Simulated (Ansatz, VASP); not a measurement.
**One calculation of SnO2, two programs**

POSCAR

```
SnO2
1.0
    0.0000000000      2.5334669716      2.5334669716
    2.6601403202      0.0000000000      2.5334669716
    2.6601403202      2.5334669716      0.0000000000
Sn O
1 2
Direct
    0.0000000000      0.0000000000      0.0000000000
    0.2500000000      0.2500000000      0.2500000000
    0.7500000000      0.7500000000      0.7500000000
```

File INCAR.step1:

```
  PREC = Accurate
  ENCUT = 520
  ISMEAR = -1
  SIGMA = 0.02
  LREAL = False
  LASPH = True
  NELM = 80
  NBANDS = 20
  GGA = PE
  ALGO = Normal
  EDIFF = 1E-4
  LWAVE = True
  LCHARG = False
```

INCAR.step2

```
  PREC = Accurate
  ENCUT = 520
  EDIFF = 1E-6
  ISMEAR = -1
  SIGMA = 0.02
  LREAL = False
  LASPH = True
  NELM = 80
  ALGO = Normal
  ISIF = 2
  LWAVE = False
  LCHARG = False
  METAGGA = R2SCAN
  LMIXTAU = True
  NBANDS = 20
  ISTART = 1
```

Contents of KPOINTS:

```
Automatic mesh
0
Gamma
  8 8 8
```

Input for Ansatz:

```yaml
crystal:
  lattice:
    - [0.0, 2.5334669716, 2.5334669716]
    - [2.6601403202, 0.0, 2.5334669716]
    - [2.6601403202, 2.5334669716, 0.0]
  atoms:
    - { symbol: Sn, position: [0.0, 0.0, 0.0] }
    - { symbol: O, position: [0.25, 0.25, 0.25] }
    - { symbol: O, position: [0.75, 0.75, 0.75] }
kpoints:
  mp_grid: { grid: [8, 8, 8] }
  band_path:
    path:
      - [0.0, 0.0, 0.0]
      - [0.5, 0.0, 0.5]
      - [0.625, 0.25, 0.625]
      - [0.375, 0.375, 0.75]
      - [0.5, 0.5, 0.5]
      - [0.5, 0.25, 0.75]
    npoints: 1
hamiltonian:
  xc: r2scan
scf:
  occupations: { method: fermi_dirac, width: 0.02 }
  n_extra_bands: 4
output:
  forces: true
  stress: true
  eigenvalues: true
  write_density: true
  write_potential: true
  elf: true
  volumetric_format: npy
```

Change from the starting cell: uniaxial_x strain +5.0%.

Alike in both runs: task single point; functional r2SCAN; k mesh 8 × 8 × 8; occupations fermi-dirac, width 0.02 eV; no spin polarisation.

|  | VASP | Ansatz |
| --- | --- | --- |
| version | VASP 6.6.1 | Ansatz 0.2.0 |
| potentials or method | VASP PAW PBE potentials, release 64 (Sn_d, O) | plane waves, PAW |
| plane-wave cutoff (eV) | 520 | 500 |
| valence electrons in the cell | 26 | 26 |

Ansatz gave:

| Item | Value |
| --- | --- |
| pressure (GPa) | -9.6 |
| largest component of the traceless stress (GPa) | 14.83 |

Problem. Estimate VASP's values.

Solution. Pressure (GPa): -8.5; largest component of the traceless stress (GPa): 14.81.

With one functional, cell and mesh, what is left measures potentials, basis and numerics.

Caveats: the PAW data sets were made with another functional, which shifts forces and pressure a little (VASP); spin-orbit coupling is left out, which moves the levels of the heavy elements.
